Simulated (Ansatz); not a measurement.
# ZrB2 (P6/mmm) in Ansatz: reference runs

Reference runs on ZrB2: the cell as given and a disturbed copy.

Program: Ansatz 0.2.0. These are calculated values, not measurements. Logs are shortened: lines on timing, memory, paths and dates and some standing lists are left out, and cuts for length are marked.

### Step 1. The structure

It takes space group P6/mmm (No. 191, hexagonal). The conventional cell has a = 3.170 Å, b = 3.170 Å, c = 3.533 Å, α = 90.00°, β = 90.00°, γ = 120.00°. Zr (site symmetry 6/mmm) has 12 B at 2.54 Å as nearest neighbours. B (site symmetry -6m2) is surrounded by 3 B at 1.83 Å.

### Step 2. Single point, PBEsol

input.yaml reads:

```yaml
crystal:
  lattice:
    - [3.17, 0.0, 0.0]
    - [-1.585, 2.74530053, 0.0]
    - [0.0, 0.0, 3.533]
  atoms:
    - { symbol: Zr, position: [0.0, 0.0, 0.0] }
    - { symbol: B, position: [0.6666666667, 0.3333333333, 0.5] }
    - { symbol: B, position: [0.3333333333, 0.6666666667, 0.5] }
hamiltonian:
  xc: pbesol
  pseudopotentials: { kind: paw }
kpoints:
  mp_grid: { grid: [10, 10, 8] }
scf:
  occupations: { method: fermi_dirac, width: 0.05 }
output:
  forces: true
  stress: true
  eigenvalues: true
```

Potentials or basis: Ansatz PAW.

The run is started by

```
ansatz run input.yaml --threads 2 --pin off --max-ram 5632MiB --backend cpu --events-out ev --progress --plain --runs-dir out
```

What it wrote:

```text
Warning: RAYON_NUM_THREADS=2 ignored (pool sized by the plan → 2); use --threads N
Engine: ansatz 0.2.0, aarch64-unknown-linux-gnu
Pseudopotentials: kind: paw
Pseudopotential: Zr, paw, valence charge 12, recommended cutoff 420 eV (normal), Zr.paw.azcp
Pseudopotential: B, paw, valence charge 3, recommended cutoff 420 eV (normal), B.paw.azcp
Functional definition: PBEsol
  exchange = pbesol_x
  correlation = pbesol_c
Crystal: 3 atoms, lattice volume = 30.746 Å³
Basis set: ecut = 420 eV, 575 PW (Γ), exchange–correlation on 48×48×48 points (8 copies of the dense FFT grid, shifted against one another)
Bands: 13, of which v1, the nominal top of the filled ones, is band 9 counted from 1 (8 counted from 0)
Symmetry: 24 space group operations
Space group: P6/mmm (ITA 191), of the structure as read, at distance tolerance 3.1e-5 Å
k-points: 70 of 800
Non-local potential: Zr, projectors of the file, l = 0: 3, l = 1: 2, l = 2: 2, l = 3: 2
Non-local potential: B, projectors of the file, l = 0: 2, l = 1: 2, l = 2: 1
PAW form: soft (Blöchl's): semilocal exchange-correlation on the pseudo side does not see the compensation charge
PAW frozen core: Zr, regenerated for the run's functional, and the local potential with it (the file was generated under x = pbe(κ = 0.804, μ = 0.2195149727645171), c = pbe(β = 0.06672455060314922))
PAW frozen core: B, regenerated for the run's functional, and the local potential with it (the file was generated under x = pbe(κ = 0.804, μ = 0.2195149727645171), c = pbe(β = 0.06672455060314922))
PAW one-centre angular grid: Zr, 590 points (default); XC on 64 Gauss nodes
PAW one-centre angular grid: B, 110 points (default); XC on 64 Gauss nodes
Initial density: superposition of atomic densities (neutral atoms: chi_scale 0, normalization atom), corrected by the library's trained network
Initial wavefunctions: pseudopotential atomic-orbital guess
Functional: x = pbesol(κ = 0.804, μ = 0.12345679012345678), c = pbesol(β = 0.046)
SCF iter   1: F=—  HF=-4437.214888 eV  |F-HF|=—  |Δ(HF+E_count)|=         —  Δρ=4.94e-3  dr2=1.15e-2  ethr=1.77e-3  ⟨swp⟩=5.0  Hψ=4484  notcnv=0
preconditioner: auto → none  [insulator: Δε(μ)=0.190 eV  Ē_g=8.806 eV  σ=0.050 eV  W_gap=0.64  n_scr=8 (ndim 8)  ℏωp=21.2 eV  f_vac=0.000  D(μ)=0.34/eV (n_scr^D=0)  ε∞_Penn≈6.8]
SCF iter   2: F=—  HF=-4437.211675 eV  |F-HF|=—  |Δ(HF+E_count)|=   3.21e-3  Δρ=1.73e-3  dr2=1.17e-3  ethr=6.38e-5  ⟨swp⟩=1.0  Hψ=1471  notcnv=0
SCF iter   3: F=—  HF=-4437.211380 eV  |F-HF|=—  |Δ(HF+E_count)|=   2.95e-4  Δρ=2.65e-4  dr2=6.52e-6  ethr=6.47e-6  ⟨swp⟩=2.0  Hψ=1243  notcnv=0
SCF iter   4: F=—  HF=-4437.211396 eV  |F-HF|=—  |Δ(HF+E_count)|=   1.59e-5  Δρ=8.62e-5  dr2=6.52e-7  ethr=3.62e-8  ⟨swp⟩=2.1  Hψ=1511  notcnv=0
iter 5 did not close the SCF: its close was put off for the readings that it lacked (scf_convergence_deferred on its scf_iter line)
SCF iter   5: F=-4437.211396 eV  HF=-4437.211396 eV  |F-HF|=3.03e-9  |Δ(HF+E_count)|=   3.42e-7  Δρ=3.69e-6  dr2=4.72e-9  ethr=3.62e-9  ⟨swp⟩=1.0  Hψ=910  notcnv=0
SCF iter   6: F=-4437.211396 eV  HF=-4437.211396 eV  |F-HF|=9.64e-11  |Δ(HF+E_count)|=   1.68e-9  Δρ=8.69e-7  dr2=1.42e-10  ethr=2.62e-11  ⟨swp⟩=1.1  Hψ=2755  notcnv=0
SCF 1 converged in 6 iterations: F = -4437.211396 eV  dr2 = 1.42e-10
SCF converged after 6 iterations
Free energy (F): -4437.211396 eV
Harris-Foulkes:  -4437.211396 eV  (|F-HF|=9.64e-11)
Internal energy: -4437.208587 eV  (E = F + TS)
E sigma→0 (E₀):  -4437.209991 eV
Entropy (-TS):   -0.002809 eV (-0.936 meV/atom)
Fermi energy:    15.589794 eV
--- Per-component energies (eV) ---
  E_band       = -26.206612
  E_kinetic    = 434.746923
  E_local      = -557.971545  (includes V_loc(G=0)·N_el)
  E_nonlocal   = 102.208480
  E_hartree    = 175.966332
  E_xc         = -227.454844
  E_vxc        = -270.572195  (∫ρ·V_xc dr)
  E_paw        = -3050.714471  (= ΣΔE_a)
  E_vpaw       = -86.550701  (= ΣTr[D̂ρ^β])
  E_aug_tail   = 0.000015  (compensation charges beyond the density's cutoff)
  E_ewald      = -1314.184620
  E_core_change = 0.195142  (= ΣΔE_core)
  E_smearing   = -0.002809  (= −TS)
  E_closure    = -0.000000  (closes the sum)
  Σ components = -4437.211396   (vs F -4437.211396, Δ=0.00e0)
--- Forces (eV/Å), atoms counted from 1 ---
  atom   1  Zr     0.00000000     0.00000000     0.00000000
  atom   2  B      0.00000000    -0.00000000     0.00000000
  atom   3  B     -0.00000000     0.00000000     0.00000000
  max |Σ_I F_I| component: 3.70e-17 eV/Å
--- Stress (GPa, compression-positive) ---
       -4.026080      -0.000000       0.000000
        0.000000      -4.026080       0.000000
        0.000000       0.000000      -4.142957
  P = ⅓ Tr σ = -4.0650 GPa (-40.650 kbar)
--- Band table (eV; the first three rows and the last of 70) ---
  k-point 0: bands = ["-32.8173", "-11.0385", "-10.4799", "-10.4799", "2.9929", "13.0696", "13.0707", "13.0707", "13.3726", "19.0799", "19.0799", "19.8821", "19.8821"]
  k-point 1: bands = ["-32.8144", "-11.0949", "-10.4761", "-10.4761", "3.2244", "11.8737", "13.2179", "13.2179", "14.4972", "18.1094", "18.1094", "19.4143", "19.4143"]
  k-point 2: bands = ["-32.8074", "-11.2277", "-10.4668", "-10.4668", "3.8468", "10.4998", "13.6467", "13.6467", "15.7569", "16.9763", "16.9763", "18.3232", "18.3232"]
  k-point 69: bands = ["-32.6685", "-11.1673", "-11.1338", "-10.9929", "6.5361", "7.4914", "10.8112", "12.9328", "12.9919", "19.6966", "21.4300", "21.7928", "21.9483"]
```

Run time: 1.6 s. Hardware: 2 threads of Arm Neoverse V2, shared host; peak memory 0.32 GiB.

Results:

```yaml
Free_energy: -4437.2114 eV
Pressure: -4.1 GPa
Band_gap_on_the_k_mesh: none (metal or under the smearing width)
```

Caveat: the PAW data sets come from PBE, with cores solved anew for the run's functional, which leaves a small shift of forces and pressure.

### Step 3. Single point, PBEsol (atoms moved at random, drawn with an rms of 0.05 Å)

input.yaml reads:

```yaml
crystal:
  lattice:
    - [3.17, 0.0, 0.0]
    - [-1.585, 2.74530053, 0.0]
    - [0.0, 0.0, 3.533]
  atoms:
    - { symbol: Zr, position: [0.000552, 0.021097, -0.008742] }
    - { symbol: B, position: [0.654668, 0.330041, 0.495783] }
    - { symbol: B, position: [0.342136, 0.665057, 0.514111] }
hamiltonian:
  xc: pbesol
  pseudopotentials: { kind: paw }
kpoints:
  mp_grid: { grid: [10, 10, 8] }
scf:
  occupations: { method: fermi_dirac, width: 0.05 }
output:
  forces: true
  stress: true
  eigenvalues: true
  write_density: true
  write_potential: true
  elf: true
  volumetric_format: npy
```

Potentials or basis: Ansatz PAW.

The run is started by

```
ansatz run input.yaml --threads 2 --pin off --max-ram 5632MiB --backend cpu --events-out ev --progress --plain --runs-dir out
```

What it wrote:

```text
Warning: RAYON_NUM_THREADS=2 ignored (pool sized by the plan → 2); use --threads N
[... 7 set-up lines as earlier in the session ...]
Crystal: 3 atoms, lattice volume = 30.746 Å³
Basis set: ecut = 420 eV, 575 PW (Γ), exchange–correlation on 48×48×48 points (8 copies of the dense FFT grid, shifted against one another)
Bands: 13, of which v1, the nominal top of the filled ones, is band 9 counted from 1 (8 counted from 0)
Symmetry: 1 space group operations
Space group: P1 (ITA 1), of the structure as read, at distance tolerance 3.1e-5 Å
k-points: 404 of 800 (time reversal used)
[... 3 set-up lines as earlier in the session ...]
[... 31 lines left out ...]
  E_paw        = -3050.741576  (= ΣΔE_a)
  E_vpaw       = -86.580605  (= ΣTr[D̂ρ^β])
  E_aug_tail   = 0.000016  (compensation charges beyond the density's cutoff)
  E_ewald      = -1313.495890
  E_core_change = 0.195142  (= ΣΔE_core)
  E_smearing   = -0.002900  (= −TS)
  E_closure    = 0.000000  (closes the sum)
  Σ components = -4437.126762   (vs F -4437.126762, Δ=0.00e0)
--- Forces (eV/Å), atoms counted from 1 ---
  atom   1  Zr     0.37402586    -0.83202459     0.67419804
  atom   2  B      0.53545713     0.39530874     0.04887781
  atom   3  B     -0.90947885     0.43670420    -0.72304463
  max |Σ_I F_I| component: 3.12e-5 eV/Å
--- Stress (GPa, compression-positive) ---
       -2.847230       0.458596       0.436500
        0.458596      -3.093144      -0.708680
        0.436499      -0.708680      -3.248013
  P = ⅓ Tr σ = -3.0628 GPa (-30.628 kbar)
--- Band table (eV; the first three rows and the last of 404) ---
  k-point 0: bands = ["-32.8137", "-11.0412", "-10.4897", "-10.4656", "2.9951", "12.8190", "12.9053", "13.3095", "13.5318", "18.9537", "19.0948", "19.4758", "20.0130"]
  k-point 1: bands = ["-32.8108", "-11.0977", "-10.4857", "-10.4619", "3.2266", "11.8443", "12.9674", "13.4571", "14.5131", "17.8738", "18.2379", "19.1339", "19.6159"]
  k-point 2: bands = ["-32.8039", "-11.2307", "-10.4761", "-10.4530", "3.8494", "10.4896", "13.3676", "13.8905", "15.7531", "16.7210", "17.1580", "18.1605", "18.5305"]
  k-point 403: bands = ["-32.6775", "-11.3522", "-11.1655", "-10.6646", "5.9017", "8.5362", "11.1454", "11.4288", "13.8382", "19.3327", "19.8236", "20.9941", "21.8930"]
```

rho_z.tsv:

```text
# z_ang	rho[e/angstrom^3]
# format = ansatz-planar-average/11
# lattice	3.170000000	0.000000000	0.000000000
# lattice	-1.585000000	2.745300530	0.000000000
# lattice	0.000000000	0.000000000	3.533000000
# sites	3
# site	40	-0.031688905	0.057917605	-0.030885486
# site	5	1.552182575	0.906061732	1.751601339
# site	5	0.030455775	1.825781335	1.816354163
0.000000	9.992309e-1
0.147208	9.678610e-1
0.294417	8.759048e-1
0.441625	7.201680e-1
0.588833	5.466266e-1
0.736042	4.155807e-1
[... 16 lines left out ...]
3.238583	9.305437e-1
3.385792	9.899131e-1
```

v_z.tsv:

```text
# z_ang	v_es[eV]	v_tot[eV]
# format = ansatz-planar-average/11
# xc	pbesol
# density_cutoff_ev	1680
# datasets	Zr=:simpson_from_first_knot:soft:shift=-755746	B=:simpson_from_first_knot:soft:shift=-132863
# lattice	3.170000000	0.000000000	0.000000000
# lattice	-1.585000000	2.745300530	0.000000000
# lattice	0.000000000	0.000000000	3.533000000
# sites	3
# site	40	-0.031688905	0.057917605	-0.030885486
# site	5	1.552182575	0.906061732	1.751601339
# site	5	0.030455775	1.825781335	1.816354163
0.000000	-2.881328e0	-1.664267e1
0.147208	-1.886592e0	-1.548069e1
0.294417	3.515764e-1	-1.287538e1
0.441625	3.468741e0	-9.224644e0
0.588833	6.877611e0	-5.229661e0
0.736042	9.802314e0	-1.815893e0
[... 16 lines left out ...]
3.238583	-7.313617e-1	-1.424576e1
3.385792	-2.469628e0	-1.620486e1
```

It took 8.8 s on 2 threads of Arm Neoverse V2, shared host; peak memory 0.48 GiB.

What came out:

```yaml
Free_energy: -4437.1268 eV
Pressure: -3.1 GPa
Largest_force: 1.241 eV/Å
Band_gap_on_the_k_mesh: none (metal or under the smearing width)
```

Forces on the atoms (eV/Å):
```
Zr   0.374 -0.832  0.674
B    0.535  0.395  0.049
B   -0.909  0.437 -0.723
```

Stress tensor (GPa, compression positive):
```
-2.85  0.46  0.44
 0.46 -3.09 -0.71
 0.44 -0.71 -3.25
```

Levels at points of the mesh, in eV from the Fermi level:
| k point | band 7 | band 8 | band 9 | band 10 | band 11 | band 12 |
| --- | --- | --- | --- | --- | --- | --- |
| (0.00, 0.00, 0.00) | -2.69 | -2.29 | -2.07 | 3.35 | 3.49 | 3.88 |
| (0.00, 0.00, -0.50) | -1.30 | -0.58 | 0.22 | 0.66 | 0.86 | 0.95 |
| (0.00, -0.50, 0.00) | -3.81 | -2.99 | -2.55 | 2.18 | 2.51 | 5.02 |
| (0.00, -0.50, -0.50) | -4.49 | -4.07 | -1.88 | 3.77 | 4.14 | 5.40 |
| (-0.50, 0.00, 0.00) | -3.96 | -3.30 | -2.42 | 2.10 | 2.96 | 5.04 |
| (-0.50, 0.00, -0.50) | -4.56 | -3.93 | -2.02 | 3.79 | 4.00 | 5.40 |
| (-0.50, -0.50, 0.00) | -3.68 | -2.95 | -2.46 | 1.95 | 2.49 | 5.00 |
| (-0.50, -0.50, -0.50) | -4.45 | -4.17 | -1.76 | 3.73 | 4.22 | 5.39 |

Caveat: the PAW data sets come from PBE, with cores solved anew for the run's functional, which leaves a small shift of forces and pressure.
